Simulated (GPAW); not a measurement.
# MgB2 (P6/mmm) in GPAW: notebook, part 2 of 2

GPAW 26.7.0. The steps go on from the part before.

## (3) Relaxation of cell and atoms, revPBE+D3(BJ)

Contents of run.py:

```python
from ase import Atoms
from ase.calculators.mixing import SumCalculator
from ase.filters import FrechetCellFilter
from ase.io import write
from ase.optimize import FIRE
from dftd3.ase import DFTD3
from gpaw import GPAW, PW

atoms = Atoms(['Mg', 'B', 'B'],
              cell=[[3.085, 0.0, 0.0],
                    [-1.5425, 2.6716883707, 0.0],
                    [0.0, 0.0, 3.523]],
              scaled_positions=[[0.0, 0.0, 0.0],
                                [0.6666666667, 0.3333333333, 0.5],
                                [0.3333333333, 0.6666666667, 0.5]],
              pbc=True)

calc = GPAW(mode=PW(800),
            xc='revPBE',
            kpts={'size': (10, 10, 8), 'gamma': True},
            occupations={'name': 'fermi-dirac', 'width': 0.05},
            nbands=17,
            convergence={'density': 1e-05, 'forces': 0.0001},
            maxiter=150,
            txt='gpaw.txt')
atoms.calc = SumCalculator([calc, DFTD3(method='revpbe', damping='d3bj')])
opt = FIRE(FrechetCellFilter(atoms), trajectory='relax.traj', logfile='-')
done = opt.run(fmax=0.02, steps=40)
calc.write('gs.gpw')
write('result.traj', atoms)
print('Converged:', done)
print('Cell:', atoms.cell.cellpar().round(4))
print('Volume:', round(atoms.get_volume(), 4))
print(atoms.get_scaled_positions().round(5))
```

Potentials or basis: the program's PAW data sets (release 1.2.1) made for this functional, pw.

Command:

```
$ OMP_NUM_THREADS=1 python run.py
```

gpaw.txt:

```text
__  _  _
 | _ |_)|_||  |
 |__||  | ||/\| - 26.7.0

Input parameters:
  mode=PW(ecut=800.0),
  convergence={'density': 1e-05, 'forces': 0.0001},
  kpts=MonkhorstPack(size=(10, 10, 8), gamma=True),
  maxiter=150,
  nbands=17,
  occupations=Occupations(name='fermi-dirac', width=0.05),
  xc=XC(name='revPBE')

Diagonalizing LCAO Hamiltonian
Converting LCAO to pw mode

         B  B

       Mg

Atoms  # Å, Bohr magnetons
|   | symbol |         x |        y |        z |    initial magnetic moments |
|---|--------|-----------|----------|----------|-----------------------------|
| 0 |     Mg |  0.000000 | 0.000000 | 0.000000 | ( 0.0000,  0.0000,  0.0000) |
| 1 |      B |  1.542500 | 0.890563 | 1.761500 | ( 0.0000,  0.0000,  0.0000) |
| 2 |      B | -0.000000 | 1.781126 | 1.761500 | ( 0.0000,  0.0000,  0.0000) |

Unit cell  # Å
| periodic |         x |        y |        z |  lengths |     angles |
|----------|-----------|----------|----------|----------|------------|
|      yes |  3.085000 | 0.000000 | 0.000000 | 3.085000 |  90.000000 |
|      yes | -1.542500 | 2.671688 | 0.000000 | 3.085000 |  90.000000 |
|      yes |  0.000000 | 0.000000 | 3.523000 | 3.523000 | 120.000000 |

Number of symmetries: 24
Symmetry operations  # r_c * U_cc + t_c -> r_c
|    | kind |            matrix            |
|----|------|------------------------------|
|  0 |  σ   |  1, 1, 0,  0,-1, 0,  0, 0, 1 |
|  1 |  C2  |  1, 1, 0,  0,-1, 0,  0, 0,-1 |
|  2 |  C6  |  1, 1, 0, -1, 0, 0,  0, 0, 1 |
|  3 |  S6  |  1, 1, 0, -1, 0, 0,  0, 0,-1 |
|  4 |  E   |  1, 0, 0,  0, 1, 0,  0, 0, 1 |
|  5 |  σ   |  1, 0, 0,  0, 1, 0,  0, 0,-1 |
|  6 |  σ   |  1, 0, 0, -1,-1, 0,  0, 0, 1 |
|  7 |  C2  |  1, 0, 0, -1,-1, 0,  0, 0,-1 |
|  8 |  σ   |  0, 1, 0,  1, 0, 0,  0, 0, 1 |
|  9 |  C2  |  0, 1, 0,  1, 0, 0,  0, 0,-1 |
| 10 |  C3  |  0, 1, 0, -1,-1, 0,  0, 0, 1 |
| 11 |  S3  |  0, 1, 0, -1,-1, 0,  0, 0,-1 |
| 12 |  C6  |  0,-1, 0,  1, 1, 0,  0, 0, 1 |
| 13 |  S6  |  0,-1, 0,  1, 1, 0,  0, 0,-1 |
| 14 |  σ   |  0,-1, 0, -1, 0, 0,  0, 0, 1 |
| 15 |  C2  |  0,-1, 0, -1, 0, 0,  0, 0,-1 |
| 16 |  σ   | -1, 0, 0,  1, 1, 0,  0, 0, 1 |
| 17 |  C2  | -1, 0, 0,  1, 1, 0,  0, 0,-1 |
| 18 |  C2  | -1, 0, 0,  0,-1, 0,  0, 0, 1 |
[... 193 lines left out ...]
Stress tensor  # eV/Ang^3
|         x |         y |         z |
|-----------|-----------|-----------|
| -0.010504 | -0.000000 |  0.000000 |
| -0.000000 | -0.010504 |  0.000000 |
|  0.000000 |  0.000000 | -0.008106 |

Forces  # eV/Ang
|        x |        y |       z |
|----------|----------|---------|
|  0.00000 |  0.00000 | 0.00000 |  # Mg   0
| -0.00000 | -0.00000 | 0.00000 |  # B    1
|  0.00000 |  0.00000 | 0.00000 |  # B    2

Interpolating wave functions to new cell

         B  B

       Mg

Atoms  # Å, Bohr magnetons
|   | symbol |         x |         y |        z |    initial magnetic moments |
|---|--------|-----------|-----------|----------|-----------------------------|
| 0 |     Mg | -0.000000 | -0.000000 | 0.000000 | ( 0.0000,  0.0000,  0.0000) |
| 1 |      B |  1.540088 |  0.889170 | 1.758644 | ( 0.0000,  0.0000,  0.0000) |
| 2 |      B | -0.000000 |  1.778340 | 1.758644 | ( 0.0000,  0.0000,  0.0000) |

Unit cell  # Å
| periodic |         x |         y |         z |  lengths |     angles |
|----------|-----------|-----------|-----------|----------|------------|
|      yes |  3.080176 |  0.000000 |  0.000000 | 3.080176 |  90.000000 |
|      yes | -1.540088 |  2.667510 | -0.000000 | 3.080176 |  90.000000 |
|      yes |  0.000000 | -0.000000 |  3.517289 | 3.517289 | 120.000000 |

Number of symmetries: 24
Symmetry operations  # r_c * U_cc + t_c -> r_c
|    | kind |            matrix            |
|----|------|------------------------------|
|  0 |  σ   |  1, 1, 0,  0,-1, 0,  0, 0, 1 |
|  1 |  C2  |  1, 1, 0,  0,-1, 0,  0, 0,-1 |
|  2 |  C6  |  1, 1, 0, -1, 0, 0,  0, 0, 1 |
|  3 |  S6  |  1, 1, 0, -1, 0, 0,  0, 0,-1 |
|  4 |  E   |  1, 0, 0,  0, 1, 0,  0, 0, 1 |
|  5 |  σ   |  1, 0, 0,  0, 1, 0,  0, 0,-1 |
|  6 |  σ   |  1, 0, 0, -1,-1, 0,  0, 0, 1 |
|  7 |  C2  |  1, 0, 0, -1,-1, 0,  0, 0,-1 |
|  8 |  σ   |  0, 1, 0,  1, 0, 0,  0, 0, 1 |
|  9 |  C2  |  0, 1, 0,  1, 0, 0,  0, 0,-1 |
| 10 |  C3  |  0, 1, 0, -1,-1, 0,  0, 0, 1 |
| 11 |  S3  |  0, 1, 0, -1,-1, 0,  0, 0,-1 |
| 12 |  C6  |  0,-1, 0,  1, 1, 0,  0, 0, 1 |
| 13 |  S6  |  0,-1, 0,  1, 1, 0,  0, 0,-1 |
| 14 |  σ   |  0,-1, 0, -1, 0, 0,  0, 0, 1 |
| 15 |  C2  |  0,-1, 0, -1, 0, 0,  0, 0,-1 |
| 16 |  σ   | -1, 0, 0,  1, 1, 0,  0, 0, 1 |
| 17 |  C2  | -1, 0, 0,  1, 1, 0,  0, 0,-1 |
| 18 |  C2  | -1, 0, 0,  0,-1, 0,  0, 0, 1 |
| 19 |  i   | -1, 0, 0,  0,-1, 0,  0, 0,-1 |
| 20 |  C3  | -1,-1, 0,  1, 0, 0,  0, 0, 1 |
| 21 |  S3  | -1,-1, 0,  1, 0, 0,  0, 0,-1 |
| 22 |  σ   | -1,-1, 0,  0, 1, 0,  0, 0, 1 |
| 23 |  C2  | -1,-1, 0,  0, 1, 0,  0, 0,-1 |
[... 185 lines left out ...]
Stress tensor  # eV/Ang^3
|         x |         y |         z |
|-----------|-----------|-----------|
| -0.015639 |  0.000000 |  0.000000 |
|  0.000000 | -0.015639 |  0.000000 |
|  0.000000 |  0.000000 | -0.011584 |

Forces  # eV/Ang
|       x |        y |       z |
|---------|----------|---------|
| 0.00000 |  0.00000 | 0.00000 |  # Mg   0
| 0.00000 |  0.00000 | 0.00000 |  # B    1
| 0.00000 | -0.00000 | 0.00000 |  # B    2

Interpolating wave functions to new cell

         B  B

       Mg

Atoms  # Å, Bohr magnetons
|   | symbol |         x |         y |        z |    initial magnetic moments |
|---|--------|-----------|-----------|----------|-----------------------------|
| 0 |     Mg | -0.000000 | -0.000000 | 0.000000 | ( 0.0000,  0.0000,  0.0000) |
| 1 |      B |  1.535514 |  0.886529 | 1.753116 | ( 0.0000,  0.0000,  0.0000) |
| 2 |      B | -0.000000 |  1.773059 | 1.753116 | ( 0.0000,  0.0000,  0.0000) |

Unit cell  # Å
| periodic |         x |        y |         z |  lengths |     angles |
|----------|-----------|----------|-----------|----------|------------|
|      yes |  3.071028 | 0.000000 |  0.000000 | 3.071028 |  90.000000 |
|      yes | -1.535514 | 2.659588 | -0.000000 | 3.071028 |  90.000000 |
|      yes |  0.000000 | 0.000000 |  3.506232 | 3.506232 | 120.000000 |

Number of symmetries: 24
Symmetry operations  # r_c * U_cc + t_c -> r_c
|    | kind |            matrix            |
|----|------|------------------------------|
|  0 |  σ   |  1, 1, 0,  0,-1, 0,  0, 0, 1 |
|  1 |  C2  |  1, 1, 0,  0,-1, 0,  0, 0,-1 |
|  2 |  C6  |  1, 1, 0, -1, 0, 0,  0, 0, 1 |
|  3 |  S6  |  1, 1, 0, -1, 0, 0,  0, 0,-1 |
|  4 |  E   |  1, 0, 0,  0, 1, 0,  0, 0, 1 |
|  5 |  σ   |  1, 0, 0,  0, 1, 0,  0, 0,-1 |
|  6 |  σ   |  1, 0, 0, -1,-1, 0,  0, 0, 1 |
|  7 |  C2  |  1, 0, 0, -1,-1, 0,  0, 0,-1 |
|  8 |  σ   |  0, 1, 0,  1, 0, 0,  0, 0, 1 |
|  9 |  C2  |  0, 1, 0,  1, 0, 0,  0, 0,-1 |
| 10 |  C3  |  0, 1, 0, -1,-1, 0,  0, 0, 1 |
| 11 |  S3  |  0, 1, 0, -1,-1, 0,  0, 0,-1 |
| 12 |  C6  |  0,-1, 0,  1, 1, 0,  0, 0, 1 |
| 13 |  S6  |  0,-1, 0,  1, 1, 0,  0, 0,-1 |
| 14 |  σ   |  0,-1, 0, -1, 0, 0,  0, 0, 1 |
| 15 |  C2  |  0,-1, 0, -1, 0, 0,  0, 0,-1 |
| 16 |  σ   | -1, 0, 0,  1, 1, 0,  0, 0, 1 |
| 17 |  C2  | -1, 0, 0,  1, 1, 0,  0, 0,-1 |
| 18 |  C2  | -1, 0, 0,  0,-1, 0,  0, 0, 1 |
| 19 |  i   | -1, 0, 0,  0,-1, 0,  0, 0,-1 |
| 20 |  C3  | -1,-1, 0,  1, 0, 0,  0, 0, 1 |
| 21 |  S3  | -1,-1, 0,  1, 0, 0,  0, 0,-1 |
| 22 |  σ   | -1,-1, 0,  0, 1, 0,  0, 0, 1 |
| 23 |  C2  | -1,-1, 0,  0, 1, 0,  0, 0,-1 |
[... 5342 lines left out ...]
|          2 |       -34.067 |     2.000 |
|          3 |       -34.059 |     2.000 |
|          4 |        -4.966 |     2.000 |
|          5 |         4.921 |     2.000 |
|          6 |         8.138 |     0.007 |
|          7 |         8.138 |     0.007 |
|          8 |         9.861 |     0.000 |
|          9 |        14.207 |     0.000 |
|         10 |        14.207 |     0.000 |
|         11 |        16.193 |     0.000 |
|         12 |        18.196 |     0.000 |
|         13 |        20.999 |     0.000 |
|        ... |               |           |
|         16 |        27.261 |     0.000 |

No gap
No difference between direct/indirect transitions

Stress tensor  # eV/Ang^3
|         x |         y |         z |
|-----------|-----------|-----------|
| -0.064124 |  0.000000 |  0.000000 |
|  0.000000 | -0.064124 |  0.000000 |
|  0.000000 |  0.000000 | -0.064430 |

Forces  # eV/Ang
|       x |        y |       z |
|---------|----------|---------|
| 0.00000 |  0.00000 | 0.00000 |  # Mg   0
| 0.00000 | -0.00000 | 0.00000 |  # B    1
| 0.00000 |  0.00000 | 0.00000 |  # B    2

# Writing to gs.gpw (mode='')
```

It took 5.8 min on 1 thread of Intel Xeon at 2.70GHz, shared host; peak memory 0.45 GiB.

Results:

* Free energy: -16.2784 eV
* Relaxed volume: 9.16 Å³/atom
* Relaxed cell: a = 3.044 Å, b = 3.044 Å, c = 3.425 Å, α = 90.00°, β = 90.00°, γ = 120.00°
* Space group after relaxing (to 0.05 Å): P6/mmm (No. 191)
* Energy gained by relaxing: 13.2 meV/atom
* Ionic steps: 24
* Pressure after relaxing: -0.3 GPa
* Band gap on the k mesh: none (metal or under the smearing width)
* Dispersion energy per atom: -0.589 eV

Stress tensor (GPa, compression positive):
```
-0.32  0.00  0.00
 0.00 -0.32  0.00
 0.00  0.00 -0.19
```

The path:
```
step  energy change (eV)  largest force (eV/Å)  pressure (GPa)  volume (Å³)
   1              0.0000                0.0000           -7.87        29.04
   2             -0.0063                0.0000           -7.23        28.90
   3             -0.0167                0.0000           -5.97        28.64
   4             -0.0276                0.0000           -4.16        28.28
   5             -0.0353                0.0000           -1.90        27.85
   6             -0.0371                0.0000            0.60        27.41
   7             -0.0372                0.0000            0.58        27.42
   8             -0.0373                0.0000            0.54        27.42
   9             -0.0375                0.0000            0.48        27.43
  10             -0.0377                0.0000            0.41        27.44
  11             -0.0380                0.0000            0.32        27.45
  12             -0.0382                0.0000            0.22        27.46
  13             -0.0385                0.0000            0.11        27.47
  14             -0.0388                0.0000           -0.01        27.48
  15             -0.0391                0.0000           -0.14        27.49
  16             -0.0394                0.0000           -0.27        27.50
  17             -0.0396                0.0000           -0.37        27.51
  18             -0.0397                0.0000           -0.41        27.50
  19             -0.0397                0.0000           -0.40        27.50
  20             -0.0397                0.0000           -0.39        27.50
  21             -0.0397                0.0000           -0.37        27.49
  22             -0.0397                0.0000           -0.34        27.49
  23             -0.0397                0.0000           -0.31        27.48
  24             -0.0397                0.0000           -0.28        27.48
```

Final structure:
```
Mg B
1.0
     3.04383    0.00000    0.00000
    -1.52192    2.63604    0.00000
     0.00000    0.00000    3.42457
Mg B
1 2
Direct
  0.00000 0.00000 0.00000
  0.66667 0.33333 0.50000
  0.33333 0.66667 0.50000
```

Caveat: later steps reuse the first step's grids; pairwise dispersion overbinds metals, which lowers pressure and volume.

## (4) Relaxation of cell and atoms, revPBE+D4

Contents of run.py:

```python
from ase.calculators.mixing import SumCalculator
from ase.filters import FrechetCellFilter
from ase.io import read, write
from ase.optimize import BFGS
from dftd4.ase import DFTD4
from gpaw import GPAW, PW

atoms = read('POSCAR')

calc = GPAW(mode=PW(800),
            xc='revPBE',
            kpts={'size': (10, 10, 8), 'gamma': True},
            occupations={'name': 'fermi-dirac', 'width': 0.05},
            nbands=17,
            convergence={'density': 1e-05, 'forces': 0.0001},
            maxiter=150,
            txt='gpaw.txt')
atoms.calc = SumCalculator([calc, DFTD4(method='revpbe')])
opt = BFGS(FrechetCellFilter(atoms), trajectory='relax.traj', logfile='-')
done = opt.run(fmax=0.05, steps=100)
calc.write('gs.gpw')
write('result.traj', atoms)
print('Converged:', done)
print('Cell:', atoms.cell.cellpar().round(4))
print('Volume:', round(atoms.get_volume(), 4))
print(atoms.get_scaled_positions().round(5))
```

Contents of POSCAR:

```
MgB2
1.0
    3.0850000000      0.0000000000      0.0000000000
   -1.5425000000      2.6716883707      0.0000000000
    0.0000000000      0.0000000000      3.5230000000
Mg B
1 2
Direct
    0.0000000000      0.0000000000      0.0000000000
    0.6666666667      0.3333333333      0.5000000000
    0.3333333333      0.6666666667      0.5000000000
```

Command:

```
$ OMP_NUM_THREADS=1 python run.py
```

Wall time 4.3 min (1 thread of Intel Xeon at 2.70GHz, shared host); peak memory 0.37 GiB.

It converged, with:

* Free energy: -15.8696 eV
* Relaxed volume: 9.23 Å³/atom
* Relaxed cell: a = 3.056 Å, b = 3.056 Å, c = 3.425 Å, α = 90.00°, β = 90.00°, γ = 120.00°
* Space group after relaxing (to 0.05 Å): P6/mmm (No. 191)
* Energy gained by relaxing: 9.9 meV/atom
* Ionic steps: 6
* Pressure after relaxing: -0.3 GPa
* Band gap on the k mesh: none (metal or under the smearing width)
* Dispersion energy per atom: -0.448 eV

The path:
```tsv
step	energy change (eV)	largest force (eV/Å)	pressure (GPa)	volume (Å³)
1	0.0000	0.0000	-6.43	29.04
2	-0.0060	0.0000	-5.69	28.88
3	-0.0263	0.0000	0.49	27.68
4	-0.0268	0.0000	0.27	27.71
5	-0.0295	0.0000	-0.50	27.77
6	-0.0298	0.0000	-0.25	27.70
```

Final structure:
```
Mg B
1.0
     3.05587    0.00001    0.00000
    -1.52793    2.64646    0.00000
     0.00000    0.00000    3.42507
Mg B
1 2
Direct
  0.00000 0.00000 0.00000
  0.66667 0.33333 0.50000
  0.33333 0.66667 0.50000
```

Levels at points of the mesh, in eV from the Fermi level:
```tsv
k point	band 5	band 6	band 7	band 8	band 9	band 10	band 11	band 12
(0.00, 0.00, 0.00)	-12.77	-2.88	0.26	0.26	2.05	6.27	6.27	8.19
(0.00, 0.00, 0.50)	-11.37	-7.64	0.69	0.69	6.61	6.61	7.98	10.22
(0.50, 0.00, 0.00)	-8.81	-8.11	-2.34	0.27	3.25	3.78	5.76	7.77
(0.50, 0.00, 0.50)	-7.74	-7.12	-3.75	-2.02	-1.38	5.80	9.07	9.19
(0.50, 0.50, 0.00)	-8.81	-8.11	-2.34	0.27	3.25	3.78	5.76	7.77
(0.50, 0.50, 0.50)	-7.74	-7.12	-3.75	-2.02	-1.38	5.80	9.07	9.19
```

Caveat: later steps reuse the first step's grids; pairwise dispersion overbinds metals, which lowers pressure and volume.

## (5) Summary

| level | potentials or basis | optimizer | fmax | max steps | gap on the mesh (eV) | pressure (GPa) | relaxed volume (Å³/atom) |
| --- | --- | --- | --- | --- | --- | --- | --- |
| PBE+D4 | GPAW PAW data sets (gpaw-data 1.2.1), pw | BFGS | 0.05 eV/Å | 40 | none | -0.3 | 9.35 |
| revPBE+D3(BJ) | the program's PAW data sets (release 1.2.1) made for this functional, pw | FIRE | 0.02 eV/Å | 40 | none | -0.3 | 9.16 |
| revPBE+D4 | the program's PAW data sets (release 1.2.1) made for this functional, pw | BFGS | 0.05 eV/Å | 100 | none | -0.3 | 9.23 |

Alike in all rows: task relaxation of cell and atoms; no spin polarisation; cell relaxed; k mesh 10 × 10 × 8; cutoff (eV) 800; smearing fermi-dirac 0.05 eV.

Caveats: later steps reuse the first step's grids; pairwise dispersion overbinds metals, which lowers pressure and volume.

Total energies depend on the potentials used, so only differences within one code and one set of settings carry meaning.
